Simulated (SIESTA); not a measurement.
The system is HfB2.

```xyz
3
Lattice="3.1400 0.0000 0.0000 -1.5700 2.7193 0.0000 0.0000 0.0000 3.4800" Properties=species:S:1:pos:R:3 pbc="T T T"
Hf    0.0000    0.0000    0.0000
B     1.5700    0.9064    1.7400
B     0.0000    1.8129    1.7400
```

Base run:

| Item | Value |
| --- | --- |
| Program | SIESTA 5.4.2 |
| Functional | PBE |
| Potentials or basis | PseudoDojo 0.4 standard (PBE files) |
| Basis | DZP (energy shift 0.003 Ry; two zetas on semicore shells) |
| Grid cutoff | 800 Ry |
| Energy shift | 0.003 Ry |
| k mesh | 10 × 10 × 8 |
| Occupations | fermi-dirac, width 0.05 eV |
| Spin | no spin polarisation |

Its results: band gap on the k mesh none (metal or under the smearing width); pressure 2.6 GPa.

Problem. The run is repeated on the same cell with these changes: potentials or basis from PseudoDojo 0.4 standard (PBE files) to PseudoDojo 0.4 standard (PBE files, fully relativistic); spin from no spin polarisation to non-collinear spin, zero start, spin-orbit coupling. What comes out?

Solution. Band gap on the k mesh none (metal or under the smearing width); pressure 1.1 GPa; net moment 0.00 μB per cell.

Caveats: short orbitals over semicore shells can move pressures by several GPa; the basis of atomic orbitals isn't converged, which shifts pressures, moduli and gaps; spin-orbit coupling is left out, which moves the levels of the heavy elements (some runs).
